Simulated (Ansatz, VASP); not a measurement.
Two plane-wave programs on Bi

```
CELL_PARAMETERS angstrom
-1.90072 1.90072 1.90072
1.90072 -1.90072 1.90072
1.90072 1.90072 -1.90072
ATOMIC_POSITIONS crystal
Bi 0.00000 0.00000 0.00000
```

Alike in both runs: functional PBE; k mesh 8 × 8 × 8; occupations gaussian, width 0.1 eV; no spin polarisation.

Ansatz relaxed the structure, and its values are those at the end. VASP's run is a single point on that final structure, the one shown.

|  | VASP | Ansatz |
| --- | --- | --- |
| version | VASP 6.6.1 | Ansatz 0.2.0 |
| potentials or method | VASP PAW PBE potentials, release 64 (Bi_d) | scalar-relativistic, plane waves, PAW |
| plane-wave cutoff (eV) | 520 | 420 |
| valence electrons in the cell | 15 | 15 |

Ansatz gave:

- gap on the k mesh at the Fermi level (eV): none
- pressure (GPa): 10.1

Which values does VASP return?

gap on the k mesh at the Fermi level (eV): none; pressure (GPa): 10.0.

A gap of «none» marks a metal or a gap that the smearing closes.

Caveats: spin-orbit coupling is left out, which moves the levels of the heavy elements.
